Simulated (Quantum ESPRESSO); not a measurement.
ZrN in Quantum ESPRESSO: the effect of target pressure

ZrN:

```
Zr N
1.0
     0.00000    2.30000    2.30000
     2.30000    0.00000    2.30000
     2.30000    2.30000    0.00000
Zr N
1 1
Cartesian
  2.3000 2.3000 2.3000
  0.0000 0.0000 0.0000
```

Alike in all runs:

| Item | Value |
| --- | --- |
| Program | Quantum ESPRESSO 7.5 |
| Task | relaxation of cell and atoms |
| Functional | PBE |
| Potentials or basis | SSSP 1.3 efficiency PBE |
| Cutoff | 939 eV |
| Density cutoff | 7510 eV |
| k mesh | 10 × 10 × 10 |
| Occupations | fermi-dirac, width 0.05 eV |
| Spin | no spin polarisation |

Each run relaxes the cell or the atoms first.

Problem. One run gave: relaxed volume 11.30 Å³/atom. Which target pressure did it use?
A. 0 GPa
B. 5 GPa
C. 2 GPa
D. 20 GPa
E. 30 GPa

Solution. D.

```csv
target pressure,relaxed volume (Å³/atom)
0 GPa,12.11
2 GPa,12.01
5 GPa,11.88
10 GPa,11.67
20 GPa,11.30
30 GPa,10.98
```
